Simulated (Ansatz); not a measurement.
A plane-wave DFT run in Ansatz 0.2.0 (scalar-relativistic PAW potentials unless the input names others): input and command.

```yaml
crystal:
  lattice:
    - [-3.1110021516, 0.0, 0.0]
    - [-1.5555010758, -2.6942068945, 0.0]
    - [-0.3111002152, 0.0, 9.956]
  atoms:
    - { symbol: Al, position: [0.2429583333, 0.3333333333, 0.90375] }
    - { symbol: Al, position: [0.2929583333, 0.3333333333, 0.40375] }
    - { symbol: Al, position: [0.6512916667, 0.6666666667, 0.15375] }
    - { symbol: Al, position: [0.6012916667, 0.6666666667, 0.65375] }
    - { symbol: "N", position: [0.3237083333, 0.3333333333, 0.09625] }
    - { symbol: "N", position: [0.2737083333, 0.3333333333, 0.59625] }
    - { symbol: "N", position: [0.6320416667, 0.6666666667, 0.34625] }
    - { symbol: "N", position: [0.5820416667, 0.6666666667, 0.84625] }
  symmetry: { detect: false }
basis:
  ecutwfc: "400 eV"
kpoints:
  mp_grid: { grid: [8, 8, 3] }
hamiltonian:
  xc: lda
  dispersion: d4
scf:
  occupations: { method: gaussian, width: 0.05 }
output:
  forces: true
  eigenvalues: true
  stress: true
```

```bash
ansatz run input.yaml --threads 2 --pin off --max-ram 5120MiB --backend cpu --events-out ev --progress --plain --runs-dir out
```

Abridged log:
```
Warning: basis.ecutwfc = 400 eV is below the records' recommended 420 eV, and the density's cutoff is lower with it unless basis.ecutrho_ratio is high enough to keep the records' density cutoff: compare with a run at a higher cutoff
Warning: the engine holds no damping parameters fitted to this dispersion correction and functional, so the run takes those fitted to pbe (hamiltonian.dispersion, under Limitations)
Basis set: ecut = 400 eV, 1497 PW (Γ)
Bands: 24, of which v1, the nominal top of the filled ones, is band 16 counted from 1 (15 counted from 0)
Symmetry: 1 space group operations
k-points: 98 of 192 (time reversal used)
SCF iter   1: F=—  HF=-3561.727339 eV  |F-HF|=—  |Δ(HF+E_count)|=         —  Δρ=9.32e-3  dr2=8.43e-2  ethr=1.77e-3  ⟨swp⟩=6.6  Hψ=13239  notcnv=0  defer=10
SCF iter   2: F=—  HF=-3561.702122 eV  |F-HF|=—  |Δ(HF+E_count)|=   2.52e-2  Δρ=2.39e-3  dr2=2.83e-3  ethr=2.64e-4  ⟨swp⟩=3.0  Hψ=4919  notcnv=0  defer=346
SCF iter   3: F=—  HF=-3561.701126 eV  |F-HF|=—  |Δ(HF+E_count)|=   9.96e-4  Δρ=8.26e-4  dr2=2.57e-4  ethr=8.86e-6  ⟨swp⟩=1.9  Hψ=3198  notcnv=0  defer=248
automatic band count: iteration 3 solves 23 bands in place of 24: the levels show a gap, and the empty bands left out lie too high to hold charge; the band table lists the bands solved (type scf.n_extra_bands for more)
SCF iter   4: F=—  HF=-3561.701025 eV  |F-HF|=—  |Δ(HF+E_count)|=   1.01e-4  Δρ=3.89e-5  dr2=1.45e-6  ethr=8.02e-7  ⟨swp⟩=2.0  Hψ=3458  notcnv=0  defer=248
SCF iter   5: F=—  HF=-3561.701027 eV  |F-HF|=—  |Δ(HF+E_count)|=   2.06e-6  Δρ=1.43e-5  dr2=1.60e-7  ethr=4.53e-9  ⟨swp⟩=2.0  Hψ=3398  notcnv=0  defer=248
SCF iter   6: F=-3561.701027 eV  HF=-3561.701027 eV  |F-HF|=5.29e-9  |Δ(HF+E_count)|=   3.26e-8  Δρ=4.28e-6  dr2=1.04e-8  ethr=3.13e-10  ⟨swp⟩=8.7  Hψ=9036  notcnv=0
SCF 1 converged in 6 iterations: F = -3561.701027 eV  dr2 = 1.04e-8
SCF converged after 6 iterations
Free energy (F): -3561.701027 eV
Harris-Foulkes:  -3561.701027 eV  (|F-HF|=5.29e-9)
Internal energy: -3561.701027 eV  (E = F + TS)
E sigma→0 (E₀):  -3561.701027 eV
Fermi energy:    9.035301 eV
  E_disp       = -2.455578  (pairwise vdW)
--- Forces (eV/Å), atoms counted from 1 ---
  atom   1  Al    -0.59095571     0.05326057     0.24025670
  atom   2  Al     0.00865818     0.00007845     0.16974723
  atom   3  Al     0.12675104    -0.04677056     0.29955025
  atom   4  Al    -0.02681441    -0.00619908     0.16471090
  atom   5  N      0.59754233     0.05364279    -0.30105386
  atom   6  N     -0.00061586    -0.00219572    -0.17464289
  atom   7  N      0.01933840     0.00463889    -0.17102052
  atom   8  N     -0.13389193    -0.05645726    -0.22757450
--- Stress (GPa, compression-positive) ---
       -9.349403       0.461622       3.309368
        0.461622      -8.592862       0.129254
        3.309368       0.129255      -9.782873
  P = ⅓ Tr σ = -9.2417 GPa (-92.417 kbar)
```

Apart from outputs and empty bands, the input differs from a reference run on usual settings in hamiltonian.dispersion: not typed → "d4"; crystal.symmetry: not typed → {"detect": false}; basis.ecutwfc: 420 → "400 eV". The reference, at the same geometry (not necessarily relaxed), gave pressure -4.51 GPa, largest force 0.668 eV/Å, gap on the mesh 4.06 eV. This run converged in 6 SCF iterations (reference: 6) with an energy at zero smearing 303 meV/atom below the reference's (the Hamiltonian itself differs), pressure -9.24 GPa, largest force 0.671 eV/Å, gap on the mesh 4.05 eV. Its cutoff is looser than usual. The Hamiltonian differs as well, so the change in the result can't be put down to that alone.

Time: 9.8 s on 2 threads of Intel(R) Xeon(R) Platinum 8259CL CPU @ 2.50GHz (Skylake/Cascade Lake), with other jobs on the host, peak memory 0.46 GiB.